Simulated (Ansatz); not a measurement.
Ag:

```
CELL_PARAMETERS angstrom
0.00000 2.04275 2.04275
2.04275 0.00000 2.04275
2.04275 2.04275 0.00000
ATOMIC_POSITIONS crystal
Ag 0.00000 0.00000 0.00000
```

Program: Ansatz 0.2.0. Alike in all runs: task projected density of states; potentials or basis Ansatz PAW; no spin polarisation; cell as given; k mesh 6 × 6 × 6; cutoff (eV) 420; smearing fermi-dirac 0.05 eV; the mesh is coarse, so values aren't converged.

Order these runs on this cell by their pressure, lowest first.
A. level PBEsol
B. level HSE06
C. level BLYP
D. level RPBE
E. level LDA

E (-6.5 GPa), A (-1.8 GPa), B (4.7 GPa), D (9.6 GPa), C (13.0 GPa).

Caveats: all runs use coarse meshes; the PAW data sets come from PBE, with cores solved anew for the run's functional, which leaves a small shift of forces and pressure; the thresholds are loose for stress (some runs).
